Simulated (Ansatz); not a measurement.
**GeSe₃: from a trial structure to a relaxed crystal**

Computed with DFT PBE, scalar-relativistic, plane waves, PAW (Ansatz). Cutoff 420 eV, Γ-centred k mesh, Gaussian smearing, no spin polarisation in the final step.

The start puts GeSe₃ on the TiAl3 (D0_22) structure type (I4/mmm, No. 139), with Ge in place of Ti, Se in place of Al, at a guessed volume.

```
Ge Se
1.0
    -2.21061    2.21061    4.93800
     2.21061   -2.21061    4.93800
     2.21061    2.21061   -4.93800
Ge Se
1 3
Direct
  0.00000 0.00000 0.00000
  0.50000 0.50000 0.00000
  0.25000 0.75000 0.50000
  0.75000 0.25000 0.50000
```

Cell and atoms relax at zero pressure; the relaxation can't lower the symmetry of the start. After a coarse first stage the cell is made exact in the group found at 0.06 Å.

Formation energies are uncorrected and refer to the elements' standard structures at the same level.

Problem. Which crystal results?

Solution. It keeps I4/mmm (No. 139), but not the shape of the type it started on. Conventional cell: a = 3.775 Å, c = 14.787 Å. Ge is coordinated by 4 Se at 2.67 Å; Se on Wyckoff site b (1 atom of the primitive cell) has 4 Ge at 2.67 Å; around Se on Wyckoff site d (2 atoms of the primitive cell) lie 4 Se at 2.67 Å.

Space group I4/mmm (No. 139). a = 3.775 Å, b = 3.775 Å, c = 14.787 Å, α = 90.00°, β = 90.00°, γ = 90.00°
| atom | site | symmetry | x | y | z |
| --- | --- | --- | --- | --- | --- |
| Ge | 2a | 4/mmm | 0.0000 | 0.0000 | 0.0000 |
| Se | 2b | 4/mmm | 0.5000 | 0.5000 | 0.0000 |
| Se | 4d | -4m2 | 0.5000 | 0.0000 | 0.2500 |

Problem. What are its volume, energy, density and gap?

Solution. The volume per atom is 26.3 Å³. The density is 4.9 g/cm³ and the energy over the elements is 0.17 eV/atom. The gap on the 18×18×18 mesh is 0 eV (a metal).

The final run used a 18×18×18 mesh on its 4-atom cell and 0.10 eV smearing. The k mesh leaves about 4 meV/atom of noise in metals. Weakly bound directions are ill-defined at this level, which has no dispersion term. A structure relaxed within its symmetry needn't be a true minimum.